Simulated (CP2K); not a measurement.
Ge under changes of volume

One of the cells (18.524 Å³/atom); the others are scaled copies at fixed shape and fractional positions:

```
Ge
1.0
     3.89984    0.00000    0.00000
    -2.89838    2.60924    0.00000
    -0.50073   -1.30462    3.64088
Ge
2
Direct
  0.50000 0.50000 0.00000
  0.25000 0.75000 0.50000
```

This isn't the form of Ge at room conditions, which is diamond.

| Property | Result |
| --- | --- |
| Program | CP2K 2026.2 |
| Functional | PBEsol |
| Potentials or basis | POTENTIAL_UZH Ge GTH-PBE-q4; TZVP-MOLOPT-PBE-GTH basis |
| Density cutoff | 6123 eV |
| k mesh | 11 × 11 × 11 |
| Occupations | fermi-dirac, width 0.05 eV |
| Spin | no spin polarisation |

| volume (Å³/atom) | energy over the lowest point (meV/atom) | pressure (GPa) |
| --- | --- | --- |
| 17.413 | 50.01 | 9.4 |
| 17.783 | 31.05 | 7.1 |
| 18.154 | ? | ? |
| 18.524 | 7.47 | 3.2 |
| 18.895 | 1.91 | 1.6 |
| 19.265 | 0.00 | 0.1 |
| 19.636 | 1.41 | -1.3 |

What does the run at 18.154 Å³/atom give?

Energy over the lowest point 17.04 meV/atom; pressure 5.1 GPa.

Worked out: A Birch-Murnaghan fit of order 3 (a polynomial in V^(-2/3)) to the other rows has its minimum at 19.29 Å³/atom with B0 = V·E''(V) = 74 GPa and B' = 4.2 at fixed shape and positions, which overstates the stiffness. It gives 17.01 meV/atom at 18.154 Å³/atom, against the run's 17.04, and -dE/dV = 5.1 GPa, against 5.1.

Energies are extrapolated to zero smearing.

Caveats: the potentials were made for another functional, which shifts forces and pressure; the basis of atomic orbitals isn't converged, which shifts pressures, moduli and gaps.
